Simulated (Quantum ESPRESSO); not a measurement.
**Nb under changes of volume**

One of the cells (18.428 Å³/atom); the others are scaled copies at fixed shape and fractional positions:

```
CELL_PARAMETERS angstrom
-1.66395 1.66395 1.66395
1.66395 -1.66395 1.66395
1.66395 1.66395 -1.66395
ATOMIC_POSITIONS crystal
Nb 0.00000 0.00000 0.00000
```

| Quantity | Value |
| --- | --- |
| Program | Quantum ESPRESSO 7.5 |
| Functional | rev-vdW-DF2 |
| Potentials or basis | PseudoDojo 0.4.1 SR PBE standard |
| Cutoff | 1116 eV |
| Density cutoff | 4463 eV |
| k mesh | 11 × 11 × 11 |
| Occupations | fermi-dirac, width 0.05 eV |
| Spin | no spin polarisation |

```csv
volume (Å³/atom),energy over the lowest point (meV/atom),pressure (GPa)
17.322,9.28,5.8
17.691,0.39,1.9
18.060,0.00,-1.7
18.428,7.43,-5.0
18.797,22.08,-8.0
19.165,?,?
19.534,70.82,-13.2
```

Q: What does the run at 19.165 Å³/atom give?

A: Energy over the lowest point 43.40 meV/atom; pressure -10.7 GPa.

Worked out: A Birch-Murnaghan fit of order 3 (a polynomial in V^(-2/3)) to the other rows has its minimum at 17.89 Å³/atom with B0 = V·E''(V) = 171 GPa and B' = 2.9. It gives 43.35 meV/atom at 19.165 Å³/atom, against the run's 43.40, and -dE/dV = -10.6 GPa, against -10.7.

Energies are extrapolated to zero smearing.

Caveats: the potentials were made for another functional, which shifts forces and pressure.
